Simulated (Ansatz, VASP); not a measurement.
Two plane-wave programs on Ca

The input INCAR:

```
SYSTEM = Ca
ALGO = Fast ; EDIFF = 1E-6
ENCUT = 520 ; GGA = PS
ISIF = 2 ; ISMEAR = 0
LASPH = .TRUE. ; LCHARG = .FALSE.
LREAL = .FALSE. ; LWAVE = .FALSE.
NBANDS = 11 ; NELM = 100
PREC = Accurate ; SIGMA = 0.1
```

The input KPOINTS:

```
k-points
0
G
  14 14 14
  0 0 0
```

The input POSCAR:

```
Ca
1.0
   -2.0771788105      2.1208365522      2.4514413876
    2.0771788105     -2.1208365522      2.4514413876
    2.0771788105      2.1208365522     -2.4514413876
Ca
1
Direct
    0.5000000000      0.5000000000      0.0000000000
```

Input for Ansatz:

```yaml
crystal:
  lattice:
    - [-2.0771788105, 2.1208365522, 2.4514413876]
    - [2.0771788105, -2.1208365522, 2.4514413876]
    - [2.0771788105, 2.1208365522, -2.4514413876]
  atoms:
    - { symbol: Ca, position: [0.5, 0.5, 0.0] }
basis:
  ecutwfc: 420
kpoints:
  mp_grid: { grid: [14, 14, 14] }
hamiltonian:
  xc: pbesol
scf:
  occupations: { method: gaussian, width: 0.1 }
output:
  forces: true
  stress: true
  eigenvalues: true
  populations: true
```

Alike in both runs: task single point; functional PBEsol; k mesh 14 × 14 × 14; occupations gaussian, width 0.1 eV; no spin polarisation.

|  | VASP | Ansatz |
| --- | --- | --- |
| version | VASP 6.6.1 | Ansatz 0.2.0 |
| potentials or method | VASP PAW PBE potentials, release 64 (Ca_sv) | scalar-relativistic, plane waves, PAW |
| plane-wave cutoff (eV) | 520 | 420 |
| valence electrons in the cell | 10 | 10 |

|  | VASP | Ansatz | Ansatz less VASP |
| --- | --- | --- | --- |
| gap on the k mesh at the Fermi level (eV) | none | none | - |
| pressure (GPa) | -1.0 | -1.0 | -0.02 |
| largest component of the traceless stress (GPa) | 0.21 | 0.22 | +0.001 |

A gap of «none» marks a metal or a gap that the smearing closes.

Caveats: the PAW data sets were made with another functional, which shifts forces and pressure a little (VASP).
